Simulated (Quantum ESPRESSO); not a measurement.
Set up this calculation in Quantum ESPRESSO 7.5, as the native input.

| Item | Value |
| --- | --- |
| Task | band structure |
| Functional | PBEsol |
| Potentials or basis | GBRV 1.5 PBEsol |
| Cutoff | 612 eV |
| Density cutoff | 4898 eV |
| k mesh | 13 × 13 × 13 |
| Occupations | fermi-dirac, width 0.05 eV |
| Spin | collinear spin, ferromagnetic start |
| Starting moments | [1.0] μB |
| Mixing beta | 0.3 |
| Most SCF iterations | 120 |
| SCF threshold | 2e-10 Ry |

The system is Ni.

```xyz
1
Lattice="0.0000 1.7376 1.7376 1.7376 0.0000 1.7376 1.7376 1.7376 0.0000" Properties=species:S:1:pos:R:3 pbc="T T T"
Ni    0.0000    0.0000    0.0000
```

One way to write it, as run:

pw.in

```
&CONTROL
  calculation = 'scf'
  prefix = 'pwscf'
  outdir = './tmp'
  pseudo_dir = './pseudo'
  tprnfor = .true.
  tstress = .true.
  disk_io = 'low'
/
&SYSTEM
  ibrav = 0
  nat = 1
  ntyp = 1
  ecutwfc = 45
  ecutrho = 360
  nbnd = 18
  occupations = 'smearing'
  smearing = 'fd'
  degauss = 0.00367493
  nspin = 2
  starting_magnetization(1) = 0.0556
/
&ELECTRONS
  conv_thr = 2d-10
  electron_maxstep = 120
  mixing_beta = 0.3
/
ATOMIC_SPECIES
Ni    58.6934 ni_pbesol_v1.4.uspp.F.UPF
CELL_PARAMETERS angstrom
   0.0000000000    1.7375729330    1.7375729330
   1.7375729330    0.0000000000    1.7375729330
   1.7375729330    1.7375729330    0.0000000000
ATOMIC_POSITIONS crystal
Ni     0.0000000000    0.0000000000    0.0000000000
K_POINTS automatic
13 13 13 0 0 0
```

bands.in

```
&CONTROL
  calculation = 'bands'
  prefix = 'pwscf'
  outdir = './tmp'
  pseudo_dir = './pseudo'
  disk_io = 'low'
  verbosity = 'high'
/
&SYSTEM
  ibrav = 0
  nat = 1
  ntyp = 1
  ecutwfc = 45
  ecutrho = 360
  nbnd = 18
  occupations = 'smearing'
  smearing = 'fd'
  degauss = 0.00367493
  nspin = 2
  starting_magnetization(1) = 0.0556
/
&ELECTRONS
  conv_thr = 1d-08
  electron_maxstep = 120
  mixing_beta = 0.3
  diago_full_acc = .true.
  startingwfc = 'random'
/
ATOMIC_SPECIES
Ni    58.6934 ni_pbesol_v1.4.uspp.F.UPF
CELL_PARAMETERS angstrom
   0.0000000000    1.7375729330    1.7375729330
   1.7375729330    0.0000000000    1.7375729330
   1.7375729330    1.7375729330    0.0000000000
ATOMIC_POSITIONS crystal
Ni     0.0000000000    0.0000000000    0.0000000000
K_POINTS crystal
60
 0.0000000000  0.0000000000  0.0000000000 1
 0.0625000000  0.0000000000  0.0625000000 1
 0.1250000000  0.0000000000  0.1250000000 1
 0.1875000000  0.0000000000  0.1875000000 1
 0.2500000000  0.0000000000  0.2500000000 1
 0.3125000000  0.0000000000  0.3125000000 1
 0.3750000000  0.0000000000  0.3750000000 1
 0.4375000000  0.0000000000  0.4375000000 1
 0.5000000000  0.0000000000  0.5000000000 1
 0.5000000000  0.0625000000  0.5625000000 1
 0.5000000000  0.1250000000  0.6250000000 1
 0.5000000000  0.1875000000  0.6875000000 1
 0.5000000000  0.2500000000  0.7500000000 1
 0.4375000000  0.3125000000  0.7500000000 1
 0.3750000000  0.3750000000  0.7500000000 1
 0.3375000000  0.3375000000  0.6750000000 1
 0.3000000000  0.3000000000  0.6000000000 1
 0.2625000000  0.2625000000  0.5250000000 1
 0.2250000000  0.2250000000  0.4500000000 1
 0.1875000000  0.1875000000  0.3750000000 1
 0.1500000000  0.1500000000  0.3000000000 1
 0.1125000000  0.1125000000  0.2250000000 1
 0.0750000000  0.0750000000  0.1500000000 1
 0.0375000000  0.0375000000  0.0750000000 1
 0.0000000000  0.0000000000  0.0000000000 1
 0.0625000000  0.0625000000  0.0625000000 1
 0.1250000000  0.1250000000  0.1250000000 1
 0.1875000000  0.1875000000  0.1875000000 1
 0.2500000000  0.2500000000  0.2500000000 1
 0.3125000000  0.3125000000  0.3125000000 1
 0.3750000000  0.3750000000  0.3750000000 1
 0.4375000000  0.4375000000  0.4375000000 1
 0.5000000000  0.5000000000  0.5000000000 1
 0.5250000000  0.4500000000  0.5250000000 1
 0.5500000000  0.4000000000  0.5500000000 1
 0.5750000000  0.3500000000  0.5750000000 1
 0.6000000000  0.3000000000  0.6000000000 1
 0.6250000000  0.2500000000  0.6250000000 1
 0.5833333333  0.2500000000  0.6666666667 1
 0.5416666667  0.2500000000  0.7083333333 1
 0.5000000000  0.2500000000  0.7500000000 1
 0.5000000000  0.2857142857  0.7142857143 1
 0.5000000000  0.3214285714  0.6785714286 1
 0.5000000000  0.3571428571  0.6428571429 1
 0.5000000000  0.3928571429  0.6071428571 1
 0.5000000000  0.4285714286  0.5714285714 1
 0.5000000000  0.4642857143  0.5357142857 1
 0.5000000000  0.5000000000  0.5000000000 1
 0.4821428571  0.4821428571  0.5357142857 1
 0.4642857143  0.4642857143  0.5714285714 1
 0.4464285714  0.4464285714  0.6071428571 1
 0.4285714286  0.4285714286  0.6428571429 1
 0.4107142857  0.4107142857  0.6785714286 1
 0.3928571429  0.3928571429  0.7142857143 1
 0.3750000000  0.3750000000  0.7500000000 1
 0.6250000000  0.2500000000  0.6250000000 1
 0.5937500000  0.1875000000  0.5937500000 1
 0.5625000000  0.1250000000  0.5625000000 1
 0.5312500000  0.0625000000  0.5312500000 1
 0.5000000000  0.0000000000  0.5000000000 1
```

Potentials or basis: GBRV 1.5 PBEsol.

Command:

```console
$ OMP_NUM_THREADS=1 mpirun -n 2 pw.x -nk 2 -in pw.in > pw.out
$ OMP_NUM_THREADS=1 mpirun -n 2 pw.x -nk 2 -in bands.in > bands.out
```

Results of the run:

* Pressure: -2.6 GPa
* Band gap on the k mesh: none (metal or under the smearing width)
* Net moment: 0.64 μB per cell
* Absolute moment: 0.72 μB per cell
* Site moments: Ni +0.67 μB
* Valence electrons inside the program's atomic spheres: Ni 16.67

Wall time 12 s on 2 MPI ranks on Arm Neoverse V1, with other jobs on the host, peak memory 0.18 GiB a rank.
